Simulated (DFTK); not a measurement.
## Al and the effect of the functional

It takes space group Fm-3m (No. 225, cubic). The conventional cell has a = 4.050 Å, b = 4.050 Å, c = 4.050 Å, α = 90.00°, β = 90.00°, γ = 90.00°. Around Al (site symmetry m-3m) lie 12 Al at 2.86 Å.

Kept alike: task band structure; k mesh 11 × 11 × 11; occupations fermi-dirac, width 0.05 eV; no spin polarisation. Program: DFTK, SG15 1.2 (PBE), cutoff 1225 eV. The mesh is that of the run's cell of 1 atom. No spin-orbit coupling.

| functional | pressure (GPa) |
| --- | --- |
| LDA | -4.60 |
| PBEsol | -1.67 |
| r2SCAN | -1.88 |

Pressure is positive in compression; the values hold the error of the finite cutoff, so their zero can differ a little from the energy's minimum. For a metal such a mesh leaves the last digits unconverged. Runs of this series that gave no sound value for these columns are left out. All rows use potentials made for PBE.

Task: What does the functional change here?

Result: The pressure runs from -4.60 (LDA) to -1.67 GPa (PBEsol). A positive pressure means that the functional's own cell is larger than the one given, a negative one that it is smaller.
